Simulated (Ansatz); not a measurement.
# KCl: the cost of one run

Method: DFT PBE, scalar-relativistic, in Ansatz 0.2.0.

## 1. The starting structure

Symmetry: Pm-3m, No. 221, cubic system. The conventional cell has a = 3.634 Å, b = 3.634 Å, c = 3.634 Å, α = 90.00°, β = 90.00°, γ = 90.00°. Around K (site symmetry m-3m) lie 8 Cl at 3.15 Å. Cl (site symmetry m-3m) has 8 K at 3.15 Å as nearest neighbours.

Coordinates:

```cif
data_structure
_symmetry_space_group_name_H-M 'P 1'
_symmetry_Int_Tables_number 1
_cell_length_a 3.6340
_cell_length_b 3.6340
_cell_length_c 3.6340
_cell_angle_alpha 90.000
_cell_angle_beta 90.000
_cell_angle_gamma 90.000
_cell_volume 47.99
loop_
_atom_site_label
_atom_site_type_symbol
_atom_site_fract_x
_atom_site_fract_y
_atom_site_fract_z
_atom_site_occupancy
K1 K 0.00000 0.00000 0.00000 1
Cl1 Cl 0.50000 0.50000 0.50000 1
```

The cell is a deposited one (Crystallography Open Database entry 1000050); the temperature and pressure of the measurement aren't taken into account, and nothing was relaxed.

Atoms are numbered in the order of the input: K1, Cl2.

## 2. Volume × 0.94, LAPW

input.yaml

```yaml
crystal:
  lattice:
    - [3.5598159191, 0.0, 0.0]
    - [0.0, 3.5598159191, 0.0]
    - [0.0, 0.0, 3.5598159191]
  atoms:
    - { symbol: K, position: [0.0, 0.0, 0.0] }
    - { symbol: Cl, position: [0.5, 0.5, 0.5] }
kpoints:
  mp_grid: { grid: [7, 7, 7] }
  band_path:
    path:
      - [0.0, 0.0, 0.0]
      - [0.0, 0.5, 0.0]
      - [0.5, 0.5, 0.0]
      - [0.0, 0.0, 0.0]
      - [0.5, 0.5, 0.5]
      - [0.0, 0.5, 0.0]
      - [0.5, 0.5, 0.5]
      - [0.5, 0.5, 0.0]
    npoints: 5
scf:
  occupations: { method: fermi_dirac, width: 0.02 }
hamiltonian:
  xc: pbe
  pseudopotentials: { kind: all_electron, lapw: { basis_error: 0.0005 } }
output:
  forces: true
  stress: true
  eigenvalues: true
```

Run with:

```sh
ansatz run input.yaml --threads 1 --pin off --max-ram 3072MiB --backend cpu --events-out ev --progress --plain --runs-dir out
```

Q: Estimate wall time and peak memory on 1 thread of Arm Neoverse V2, shared host.

About 4.9 s, with a peak of 0.23 GiB.
